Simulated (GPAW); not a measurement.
Crystal: WC.

```
W C
1.0
     0.00000    2.19268    2.19268
     2.19268    0.00000    2.19268
     2.19268    2.19268    0.00000
W C
1 1
Direct
  0.00000 0.00000 0.00000
  0.50000 0.50000 0.50000
```

Measurements of this composition are mostly on another form, of space group No. 187.

Base run:

| Quantity | Value |
| --- | --- |
| Program | GPAW 26.7.0 |
| Functional | PBE |
| Potentials or basis | GPAW PAW data sets (gpaw-data 1.2.1) |
| Cutoff | 800 eV |
| Basis | pw |
| k mesh | 10 × 10 × 10 |
| Occupations | fermi-dirac, width 0.05 eV |
| Spin | no spin polarisation |

Its results: band gap on the k mesh none (metal or under the smearing width); pressure -1.8 GPa.

Q: The run is repeated on the same cell with these changes: cutoff from 800 eV to 650 eV; k mesh from 10 × 10 × 10 to 8 × 8 × 8. What comes out?

A: Band gap on the k mesh none (metal or under the smearing width); pressure -1.2 GPa.

Caveats: the cutoff is short for stress and forces, so pressures can be off by a GPa or more (some runs).
